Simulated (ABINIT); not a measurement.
# TiC (Fm-3m) in ABINIT: reference runs, part 2 of 2

ABINIT 10.8.3 (patched build). The steps go on from the part before.

## Step 4: Equation of state, PBEsol

File run.abi:

```
ndtset 7
getwfk -1
scalecart1 3*0.9795861087
scalecart2 3*0.9864848297
scalecart3 3*0.9932883884
scalecart4 3*1.0000000000
scalecart5 3*1.0066227096
scalecart6 3*1.0131594038
scalecart7 3*1.0196128224

pp_dirpath "./"
pseudos "Ti.upf, C.upf"

acell 3*1.0 Angstrom
rprim
     0.0000000000     2.1657188437     2.1657188437
     2.1657188437     0.0000000000     2.1657188437
     2.1657188437     2.1657188437     0.0000000000
ntypat 2
znucl 22 6
natom 2
typat 1 2
xred
     0.0000000000     0.0000000000     0.0000000000
     0.5000000000     0.5000000000     0.5000000000

ecut 42.0

kptopt 1
ngkpt 11 11 11
nshiftk 1
shiftk 0.0 0.0 0.0

ixc -116133

nband 12
occopt 3
tsmear 0.05 eV

nstep 100
tolvrs 1.0e-10

iomode 3
prtwf 1
prtden 0
prteig 0
prtebands 0
enunit 2
```

Potentials or basis: PseudoDojo NC SR PBEsol v0.4.1 standard.

Run with:

```
$ abinit run.abi > log 2>&1
```

run.abo:

```text
.Version 10.8.3 of ABINIT
 DATASET    1 : space group Fm -3 m (#225); Bravais cF (face-center cubic)
================================================================================
 Values of the parameters that define the memory need for DATASET  1.
     intxc =       0    ionmov =       0      iscf =       7    lmnmax =       6
     lnmax =       6     mgfft =      36  mpssoang =       3    mqgrid =    3001
     natom =       2  nloc_mem =       1    nspden =       1   nspinor =       1
    nsppol =       1      nsym =      48    n1xccc =    2501    ntypat =       2
    occopt =       3   xclevel =       2
       mpw =        1696          nfft =       46656          nkpt =          56
================================================================================
================================================================================
[... 61 lines left out ...]
 DATASET    7 : space group Fm -3 m (#225); Bravais cF (face-center cubic)
================================================================================
 Values of the parameters that define the memory need for DATASET  7.
     intxc =       0    ionmov =       0      iscf =       7    lmnmax =       6
     lnmax =       6     mgfft =      36  mpssoang =       3    mqgrid =    3001
     natom =       2  nloc_mem =       1    nspden =       1   nspinor =       1
    nsppol =       1      nsym =      48    n1xccc =    2501    ntypat =       2
    occopt =       3   xclevel =       2
       mpw =        1908          nfft =       46656          nkpt =          56
================================================================================
================================================================================

--------------------------------------------------------------------------------
------------- Echo of variables that govern the present computation ------------
--------------------------------------------------------------------------------
 -outvars: echo values of preprocessed input variables --------
            acell      1.8897261259E+00  1.8897261259E+00  1.8897261259E+00 Bohr
              amu      4.78800000E+01  1.20110000E+01
             ecut      4.20000000E+01 Hartree
           enunit           2
           getwfk          -1
                       outvar_i_n : Printing only first  50 k-points.
              ixc     -116133
           jdtset        1    2    3    4    5    6    7
                       outvar_i_n : Printing only first  50 k-points.
         kptrlatt       11    0    0      0   11    0      0    0   11
          kptrlen1     6.23664815E+01
          kptrlen2     6.28056966E+01
          kptrlen3     6.32388530E+01
          kptrlen4     6.36661555E+01
          kptrlen5     6.40877980E+01
          kptrlen6     6.45039641E+01
          kptrlen7     6.49148285E+01
            natom           2
            nband          12
           ndtset           7
            ngfft          36      36      36
             nkpt          56
            nstep         100
             nsym          48
           ntypat           2
                       prtocc : prtvol=0, do not print more k-points.
           occopt           3
           prtden           0
        prtebands           0
           prteig           0
            rprim1     0.0000000000E+00  2.1215080946E+00  2.1215080946E+00
                       2.1215080946E+00  0.0000000000E+00  2.1215080946E+00
                       2.1215080946E+00  2.1215080946E+00  0.0000000000E+00
            rprim2     0.0000000000E+00  2.1364487847E+00  2.1364487847E+00
                       2.1364487847E+00  0.0000000000E+00  2.1364487847E+00
[... 27 lines left out ...]
           xangst4     0.0000000000E+00  0.0000000000E+00  0.0000000000E+00
                       2.1657188437E+00  2.1657188437E+00  2.1657188437E+00
           xangst5     0.0000000000E+00  0.0000000000E+00  0.0000000000E+00
                       2.1800617707E+00  2.1800617707E+00  2.1800617707E+00
           xangst6     0.0000000000E+00  0.0000000000E+00  0.0000000000E+00
                       2.1942184125E+00  2.1942184125E+00  2.1942184125E+00
           xangst7     0.0000000000E+00  0.0000000000E+00  0.0000000000E+00
                       2.2081947027E+00  2.2081947027E+00  2.2081947027E+00
            xcart1     0.0000000000E+00  0.0000000000E+00  0.0000000000E+00
                       4.0090692728E+00  4.0090692728E+00  4.0090692728E+00
            xcart2     0.0000000000E+00  0.0000000000E+00  0.0000000000E+00
                       4.0373030851E+00  4.0373030851E+00  4.0373030851E+00
            xcart3     0.0000000000E+00  0.0000000000E+00  0.0000000000E+00
                       4.0651474348E+00  4.0651474348E+00  4.0651474348E+00
            xcart4     0.0000000000E+00  0.0000000000E+00  0.0000000000E+00
                       4.0926154803E+00  4.0926154803E+00  4.0926154803E+00
            xcart5     0.0000000000E+00  0.0000000000E+00  0.0000000000E+00
                       4.1197196841E+00  4.1197196841E+00  4.1197196841E+00
            xcart6     0.0000000000E+00  0.0000000000E+00  0.0000000000E+00
                       4.1464718600E+00  4.1464718600E+00  4.1464718600E+00
            xcart7     0.0000000000E+00  0.0000000000E+00  0.0000000000E+00
                       4.1728832209E+00  4.1728832209E+00  4.1728832209E+00
             xred      0.0000000000E+00  0.0000000000E+00  0.0000000000E+00
                       5.0000000000E-01  5.0000000000E-01  5.0000000000E-01
            znucl       22.00000    6.00000

================================================================================

 chkinp: Checking input parameters for consistency, jdtset=   1.

 chkinp: Checking input parameters for consistency, jdtset=   2.
[... 29 lines left out ...]
 getcut: wavevector=  0.0000  0.0000  0.0000  ngfft=  36  36  36
         ecut(hartree)=     42.000   => boxcut(ratio)=   2.17648

--- Pseudopotential description ------------------------------------------------
- pspini: atom type   1  psp file is ./Ti.upf
12 -116133 2 -1 1586                          pspcod,pspxc,lmax,lloc,mmax
     nproj     2     2     2

- pspini: atom type   2  psp file is ./C.upf
12 -116133 1 -1 1248                          pspcod,pspxc,lmax,lloc,mmax
     nproj     2     2     0

   3.05892708E+02                                ecore*ucvol(ha*bohr**3)
--------------------------------------------------------------------------------

================================================================================

--- !BeginCycle
iteration_state: {dtset: 1, }
solver: {iscf: 7, nstep: 100, nline: 4, wfoptalg: 0, }
tolerances: {tolvrs: 1.00E-10, }
...
[... 1059 lines left out ...]
-Cartesian components of stress tensor (GPa)         [Pressure= -1.9001E+01 GPa]
- sigma(1 1)=  1.90007531E+01  sigma(3 2)=  0.00000000E+00
- sigma(2 2)=  1.90007531E+01  sigma(3 1)=  0.00000000E+00
- sigma(3 3)=  1.90007531E+01  sigma(2 1)=  0.00000000E+00

== END DATASET(S) ==============================================================
================================================================================

 -outvars: echo values of variables after computation  --------
            acell      1.8897261259E+00  1.8897261259E+00  1.8897261259E+00 Bohr
           etotal1    -6.5373321246E+01
           etotal2    -6.5374002362E+01
           etotal3    -6.5374130206E+01
           etotal4    -6.5373758811E+01
           etotal5    -6.5372936951E+01
           etotal6    -6.5371708451E+01
           etotal7    -6.5370113458E+01
            fcart1    -0.0000000000E+00 -0.0000000000E+00 -0.0000000000E+00
                      -0.0000000000E+00 -0.0000000000E+00 -0.0000000000E+00
            fcart2    -0.0000000000E+00 -0.0000000000E+00 -0.0000000000E+00
                      -0.0000000000E+00 -0.0000000000E+00 -0.0000000000E+00
            fcart3    -0.0000000000E+00 -0.0000000000E+00 -0.0000000000E+00
                      -0.0000000000E+00 -0.0000000000E+00 -0.0000000000E+00
            fcart4    -0.0000000000E+00 -0.0000000000E+00 -0.0000000000E+00
                      -0.0000000000E+00 -0.0000000000E+00 -0.0000000000E+00
            fcart5    -0.0000000000E+00 -0.0000000000E+00 -0.0000000000E+00
                      -0.0000000000E+00 -0.0000000000E+00 -0.0000000000E+00
[... 38 lines left out ...]
                       0.0000000000E+00  0.0000000000E+00  0.0000000000E+00
           xangst1     0.0000000000E+00  0.0000000000E+00  0.0000000000E+00
                       2.1215080946E+00  2.1215080946E+00  2.1215080946E+00
           xangst2     0.0000000000E+00  0.0000000000E+00  0.0000000000E+00
                       2.1364487847E+00  2.1364487847E+00  2.1364487847E+00
           xangst3     0.0000000000E+00  0.0000000000E+00  0.0000000000E+00
                       2.1511833800E+00  2.1511833800E+00  2.1511833800E+00
           xangst4     0.0000000000E+00  0.0000000000E+00  0.0000000000E+00
                       2.1657188437E+00  2.1657188437E+00  2.1657188437E+00
           xangst5     0.0000000000E+00  0.0000000000E+00  0.0000000000E+00
                       2.1800617707E+00  2.1800617707E+00  2.1800617707E+00
           xangst6     0.0000000000E+00  0.0000000000E+00  0.0000000000E+00
                       2.1942184125E+00  2.1942184125E+00  2.1942184125E+00
           xangst7     0.0000000000E+00  0.0000000000E+00  0.0000000000E+00
                       2.2081947027E+00  2.2081947027E+00  2.2081947027E+00
             xred      0.0000000000E+00  0.0000000000E+00  0.0000000000E+00
                       5.0000000000E-01  5.0000000000E-01  5.0000000000E-01
 Calculation completed.
```

Wall time 4.3 min (1 thread of Arm Neoverse V1, shared host); peak memory 0.12 GiB.

What came out:

* Equilibrium volume: 9.90 Å³/atom
* Bulk modulus: 268 GPa
* Pressure derivative of the bulk modulus: 4.0

Energy against volume, from the lowest point:
| volume (Å³/atom) | energy (meV/atom) |
| --- | --- |
| 9.548 | 11.01 |
| 9.752 | 1.74 |
| 9.955 | 0.00 |
| 10.158 | 5.05 |
| 10.361 | 16.24 |
| 10.564 | 32.95 |
| 10.767 | 54.65 |

Caveat: pressures at fixed basis lie under the slope of the energies.

## Step 5: Summary

```tsv
task	cell	gap on the mesh (eV)	pressure (GPa)
single point	atoms moved at random, drawn with an rms of 0.05 Å	none	-6.1
single point	as given	none	-6.5
equation of state	as given	-	-
```

Alike in all rows: level PBEsol; potentials or basis PseudoDojo NC SR PBEsol v0.4.1 standard; no spin polarisation; k mesh 11 × 11 × 11; cutoff (eV) 1143; smearing fermi-dirac 0.05 eV.

Caveats: pressures at fixed basis lie under the slope of the energies (some runs).

Total energies depend on the potentials used, so only differences within one code and one set of settings carry meaning.
